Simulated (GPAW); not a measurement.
# AgCl (Pm-3m) in GPAW: single point with PBE

Aim: the single point of AgCl with PBE.

Program: GPAW 26.7.0. These are calculated values, not measurements. Logs are shortened: lines on timing, memory, paths and dates and some standing lists are left out, and cuts for length are marked. The log counts tension as positive stress, the text compression.

## (1) Starting point

The structure is cubic, space group Pm-3m (No. 221). Conventional cell: a = 3.434 Å, b = 3.434 Å, c = 3.434 Å, α = 90.00°, β = 90.00°, γ = 90.00°. Ag (site symmetry m-3m) has 8 Cl at 2.97 Å as nearest neighbours. Cl (site symmetry m-3m) is surrounded by 8 Ag at 2.97 Å.

Measurements of this composition are mostly on another form, of space group No. 225.

## (2) Single point, PBE

run.py

```python
from ase.io import read
from gpaw import PW
from gpaw.dft import DFT

atoms = read('POSCAR')

dft = DFT(atoms,
          mode=PW(600),
          xc='PBE',
          kpts={'size': (8, 8, 8), 'gamma': True},
          occupations={'name': 'fermi-dirac', 'width': 0.05},
          nbands=23,
          convergence={'density': 1e-05, 'energy': 1e-05},
          maxiter=150,
          txt='gpaw.txt')
print(f'Energy: {dft.calculate_energy():.6f} eV')
print('Forces (eV/A):')
print(dft.calculate_forces().round(4))
print('Stress (eV/A^3):', dft.calculate_stress().round(6))
dft.write_gpw_file('gs.gpw')
```

POSCAR

```
AgCl
1.0
    3.4339730000      0.0000000000      0.0000000000
    0.0000000000      3.4339730000      0.0000000000
    0.0000000000      0.0000000000      3.4339730000
Ag Cl
1 1
Direct
    0.0000000000      0.0000000000      0.0000000000
    0.5000000000      0.5000000000      0.5000000000
```

Potentials or basis: GPAW PAW data sets (gpaw-data 1.2.1), pw.

On the command line:

```bash
OMP_NUM_THREADS=1 python run.py
```

gpaw.txt:

```text
Diagonalizing LCAO Hamiltonian
Converting LCAO to pw mode
   .-------.
  /|       |
 * |       |
 | |  Cl   |
 | .-------.
 |/       /
 Ag------*

Atoms  # Å, Bohr magnetons
|   | symbol |        x |        y |        z |    initial magnetic moments |
|---|--------|----------|----------|----------|-----------------------------|
| 0 |     Ag | 0.000000 | 0.000000 | 0.000000 | ( 0.0000,  0.0000,  0.0000) |
| 1 |     Cl | 1.716986 | 1.716986 | 1.716986 | ( 0.0000,  0.0000,  0.0000) |

Unit cell  # Å
| periodic |        x |        y |        z |  lengths |    angles |
|----------|----------|----------|----------|----------|-----------|
|      yes | 3.433973 | 0.000000 | 0.000000 | 3.433973 | 90.000000 |
|      yes | 0.000000 | 3.433973 | 0.000000 | 3.433973 | 90.000000 |
|      yes | 0.000000 | 0.000000 | 3.433973 | 3.433973 | 90.000000 |

Number of symmetries: 48
Symmetry operations  # r_c * U_cc + t_c -> r_c
|    | kind |            matrix            |
|----|------|------------------------------|
|  0 |  E   |  1, 0, 0,  0, 1, 0,  0, 0, 1 |
|  1 |  σ   |  1, 0, 0,  0, 1, 0,  0, 0,-1 |
|  2 |  σ   |  1, 0, 0,  0, 0, 1,  0, 1, 0 |
|  3 |  C4  |  1, 0, 0,  0, 0, 1,  0,-1, 0 |
|  4 |  C4  |  1, 0, 0,  0, 0,-1,  0, 1, 0 |
|  5 |  σ   |  1, 0, 0,  0, 0,-1,  0,-1, 0 |
|  6 |  σ   |  1, 0, 0,  0,-1, 0,  0, 0, 1 |
|  7 |  C2  |  1, 0, 0,  0,-1, 0,  0, 0,-1 |
|  8 |  σ   |  0, 1, 0,  1, 0, 0,  0, 0, 1 |
|  9 |  C2  |  0, 1, 0,  1, 0, 0,  0, 0,-1 |
| 10 |  C3  |  0, 1, 0,  0, 0, 1,  1, 0, 0 |
| 11 |  S6  |  0, 1, 0,  0, 0, 1, -1, 0, 0 |
| 12 |  S6  |  0, 1, 0,  0, 0,-1,  1, 0, 0 |
| 13 |  C3  |  0, 1, 0,  0, 0,-1, -1, 0, 0 |
| 14 |  C4  |  0, 1, 0, -1, 0, 0,  0, 0, 1 |
| 15 |  S4  |  0, 1, 0, -1, 0, 0,  0, 0,-1 |
| 16 |  C3  |  0, 0, 1,  1, 0, 0,  0, 1, 0 |
| 17 |  S6  |  0, 0, 1,  1, 0, 0,  0,-1, 0 |
| 18 |  σ   |  0, 0, 1,  0, 1, 0,  1, 0, 0 |
| 19 |  C4  |  0, 0, 1,  0, 1, 0, -1, 0, 0 |
| 20 |  C2  |  0, 0, 1,  0,-1, 0,  1, 0, 0 |
| 21 |  S4  |  0, 0, 1,  0,-1, 0, -1, 0, 0 |
| 22 |  S6  |  0, 0, 1, -1, 0, 0,  0, 1, 0 |
| 23 |  C3  |  0, 0, 1, -1, 0, 0,  0,-1, 0 |
| 24 |  S6  |  0, 0,-1,  1, 0, 0,  0, 1, 0 |
| 25 |  C3  |  0, 0,-1,  1, 0, 0,  0,-1, 0 |
| 26 |  C4  |  0, 0,-1,  0, 1, 0,  1, 0, 0 |
| 27 |  σ   |  0, 0,-1,  0, 1, 0, -1, 0, 0 |
| 28 |  S4  |  0, 0,-1,  0,-1, 0,  1, 0, 0 |
| 29 |  C2  |  0, 0,-1,  0,-1, 0, -1, 0, 0 |
| 30 |  C3  |  0, 0,-1, -1, 0, 0,  0, 1, 0 |
| 31 |  S6  |  0, 0,-1, -1, 0, 0,  0,-1, 0 |
| 32 |  C4  |  0,-1, 0,  1, 0, 0,  0, 0, 1 |
| 33 |  S4  |  0,-1, 0,  1, 0, 0,  0, 0,-1 |
| 34 |  S6  |  0,-1, 0,  0, 0, 1,  1, 0, 0 |
| 35 |  C3  |  0,-1, 0,  0, 0, 1, -1, 0, 0 |
| 36 |  C3  |  0,-1, 0,  0, 0,-1,  1, 0, 0 |
| 37 |  S6  |  0,-1, 0,  0, 0,-1, -1, 0, 0 |
| 38 |  σ   |  0,-1, 0, -1, 0, 0,  0, 0, 1 |
| 39 |  C2  |  0,-1, 0, -1, 0, 0,  0, 0,-1 |
| 40 |  σ   | -1, 0, 0,  0, 1, 0,  0, 0, 1 |
| 41 |  C2  | -1, 0, 0,  0, 1, 0,  0, 0,-1 |
| 42 |  C2  | -1, 0, 0,  0, 0, 1,  0, 1, 0 |
| 43 |  S4  | -1, 0, 0,  0, 0, 1,  0,-1, 0 |
| 44 |  S4  | -1, 0, 0,  0, 0,-1,  0, 1, 0 |
| 45 |  C2  | -1, 0, 0,  0, 0,-1,  0,-1, 0 |
| 46 |  C2  | -1, 0, 0,  0,-1, 0,  0, 0, 1 |
| 47 |  i   | -1, 0, 0,  0,-1, 0,  0, 0,-1 |

BZ-sampling:
  Number of BZ points: 512
  Number of IBZ points: 35

  Monkhorst-Pack size: [8, 8, 8]
  Monkhorst-Pack shift: [0.0625, 0.0625, 0.0625]

K-points  # in reciprocal-cell coordinates
|     |                                coordinates |     weight |
|-----|--------------------------------------------|------------|
|   0 | (  0.00000000,   0.00000000,   0.00000000) | 0.00195312 |
|   1 | (  0.12500000,   0.00000000,   0.00000000) | 0.01171875 |
|   2 | (  0.12500000,   0.12500000,   0.00000000) | 0.02343750 |
|   3 | (  0.12500000,   0.12500000,   0.12500000) | 0.01562500 |
|   4 | (  0.25000000,   0.00000000,   0.00000000) | 0.01171875 |
|   5 | (  0.25000000,   0.12500000,   0.00000000) | 0.04687500 |
|   6 | (  0.25000000,   0.12500000,   0.12500000) | 0.04687500 |
|   7 | (  0.25000000,   0.25000000,   0.00000000) | 0.02343750 |
|   8 | (  0.25000000,   0.25000000,   0.12500000) | 0.04687500 |
|   9 | (  0.25000000,   0.25000000,   0.25000000) | 0.01562500 |
| ... |                                            |            |
|  34 | (  0.50000000,   0.50000000,   0.50000000) | 0.00195312 |

Plane wave coefficients: 1376
Cutoff: 600.0 eV

Spin-components: 1 (collinear spins)
Bands:           23
Projectors:      11
Spin-degeneracy: 2
Datatype:        complex128

Parallelization:
  kpt:    1
  domain: 1
  band:   1

Density:
  Valence electrons: 24.0
  Components: 1
  Grid points: [20 20 20]
  Charge: 0.0  # |e|

Potential:
  Grid points: [20 20 20]

species:
  Ag:
    name:    Silver
    Z:       47.0
    valence: 17
    core:    30
    charge:  0.0  # [|e|]
    compensation charges:
      type: gauss
      rc: 0.40  # [Å]
      lmax: 2
    cutoffs:
      filter: 2.35  # [Å]
      core: 2.19  # [Å]
    projectors
    | kind |    occ | energy [eV] | rcut [Å] |
    |------|--------|-------------|----------|
    |   5s |  1.000 |      -4.401 |    1.286 |
    |   4p |  6.000 |     -58.577 |    1.328 |
    |   5p |  0.000 |      -0.738 |    1.328 |
    |   4d | 10.000 |      -7.446 |    1.180 |
    |    s |        |      22.811 |    1.286 |
    |    d |        |      19.766 |    1.180 |

    Using partial waves for Ag as LCAO basis

  Cl:
    name:    Chlorine
    Z:       17.0
    valence: 7
    core:    10
    charge:  0.0  # [|e|]
    compensation charges:
      type: gauss
      rc: 0.25  # [Å]
      lmax: 2
    cutoffs:
      filter: 1.40  # [Å]
      core: 1.49  # [Å]
    projectors
    | kind |    occ | energy [eV] | rcut [Å] |
    |------|--------|-------------|----------|
    |   3s |  2.000 |     -20.689 |    0.794 |
    |   3p |  5.000 |      -8.594 |    0.794 |
    |    s |        |       6.523 |    0.794 |
    |    p |        |      18.617 |    0.794 |
    |    d |        |       0.000 |    0.794 |

    Using partial waves for Cl as LCAO basis

Reference energy: -157152.775749  # eV

eigensolver:
  PPCG
  Converge bands: occupied
  niter=2

density mixing:
  MSR1-Mixer
  Pratt-step length: 0.05
  Maximum mixing coefficient: 0.75
  Old densities: 10
  SVD Regularization: 0.005
  Good broyden scale: 1.0
  Trust region scale: 1.0
  Backstep threshold: 4.0
  History deletion threshold: 6.0
  Fourier metric: weight=20.0, sigma=0.015

occupation numbers:
  Fermi-Dirac:
    width: 0.0500  # eV

poisson solver:
  ecut: 4800.0  # eV

xc functional:
  name: PBE with 2 nearest neighbor stencil

convergence criteria:
- Maximum integral of absolute [dens]ity change: 1e-05 electrons / valence electron
- Maximum [total energy] change in last 3 cyles: 1e-05 eV / valence electron
- Maximum integral of absolute [eigenst]ate change: 4e-08 eV^2 / valence electron
maximum number of iterations: 150

SCF iterations
|iter     | |      energy | eigst |  dens |
|---------|-|-------------|-------|-------|
|iter:   1| |   -5.507588 | -0.70 |       |
|iter:   2| |   -5.444759 | -2.47 | -1.48 |
|iter:   3| |   -5.233338 | -2.25 | -1.52 |
|iter:   4| |   -5.230218 | -3.88 | -2.00 |
|iter:   5| |   -5.229771 | -4.37 | -2.36 |
|iter:   6| |   -5.229791 | -5.90 | -3.31 |
|iter:   7| |   -5.229797c| -7.11 | -3.71 |
|iter:   8| |   -5.229797c| -8.07c| -4.40 |
|iter:   9| |   -5.229797c| -9.24c| -5.39c|
SCF steps: 9
Energy contributions relative to reference atoms: (reference = -157152.775749)

Energy contributions:
  Kinetic:           9.238754
  Coulomb:          -8.962339
  Zero:              0.060661
  External:          0.000000
  Xc:               -5.566853
  Entropy:          -0.000040
  Spinorbit:         0.000000
  ----------------------------
  Free energy:      -5.229817
  Extrapolated:     -5.229797

Forces  # eV/Ang
|        x |       y |       z |
|----------|---------|---------|
| -0.00000 | 0.00000 | 0.00000 |  # Ag   0
|  0.00000 | 0.00000 | 0.00000 |  # Cl   1

Stress tensor  # eV/Ang^3
|        x |        y |        z |
|----------|----------|----------|
| 0.000585 | 0.000000 | 0.000000 |
| 0.000000 | 0.000585 | 0.000000 |
| 0.000000 | 0.000000 | 0.000585 |

Writing to gs.gpw (mode='')

  __  _  _
 | _ |_)|_||  |
 |__||  | ||/\| - 26.7.0

Input parameters:
  mode=PW(ecut=600.0),
  convergence={'density': 1e-05, 'energy': 1e-05},
  kpts=MonkhorstPack(size=(8, 8, 8), gamma=True),
  maxiter=150,
  nbands=23,
  occupations=Occupations(name='fermi-dirac', width=0.05),
  xc=XC(name='PBE')
# Writing to gs.gpw (mode='')
```

It took 11 s on 1 thread of Intel Xeon Platinum 8488C (Sapphire Rapids), shared host; peak memory 0.16 GiB.

Results:

- Free energy: -5.2298 eV
- Pressure: -0.1 GPa
- Band gap on the k mesh: 0.56 eV, indirect (least direct gap 2.07 eV)

A k mesh can miss the band edges.

## (3) The reference run

An earlier run on the cell as given: functional PBE; potentials or basis GPAW PAW data sets (gpaw-data 1.2.1); cutoff 600 eV; basis pw; k mesh 8 × 8 × 8; occupations fermi-dirac, width 0.05 eV; no spin polarisation.

* Pressure: -0.1 GPa
* Band gap on the k mesh: 0.56 eV, indirect (least direct gap 2.07 eV)
